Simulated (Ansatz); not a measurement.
The parent structure is ZnTe in the zinc blende structure (space group F-43m, No. 216; a = 6.179 Å).

Modification: a hydrostatic pressure of 18 GPa.

Levels (all Ansatz, an electronic-structure program, PAW): PBE (420 eV, no spin-orbit coupling); HSE06+SOC (420 eV, spin-orbit coupling included).

The geometry is relaxed with PBE.

| Quantity | Value |
|---|---|
| PBE valence-band top at Γ | 0.00, 0.00, 0.00 eV |
| PBE band gap | 1.76 eV |

### Question
What does HSE06+SOC give at this geometry for the valence-band top at Γ and band gap?

### Answer
The valence-band top at Γ (three highest Kramers pairs, from the VBM) changes from 0.00, 0.00, 0.00 eV to 0.00, 0.00, -1.03 eV; the band gap goes up by 0.39 eV (1.76 eV → 2.15 eV). The threefold valence maximum splits by Δso ≈ 1.03 eV.

Single points use the geometry relaxed with PBE. The hybrid gap comes from the SCF mesh plus the semilocal run's edge points and a few special points and is an upper bound. Differences between runs with and without spin-orbit coupling are approximate. Spin-orbit coupling, missing from the scalar runs, can matter with Te. Load acts through the strain it causes; cell and atoms are relaxed under it. Stability against distortions was not tested. Measured, ZnTe leaves this structure (for cinnabar) near 9.5 GPa (temperature not stated; as listed in Datta, Sujoy, Jana, Debnarayan, arXiv (2020)), on rising pressure, with hysteresis.
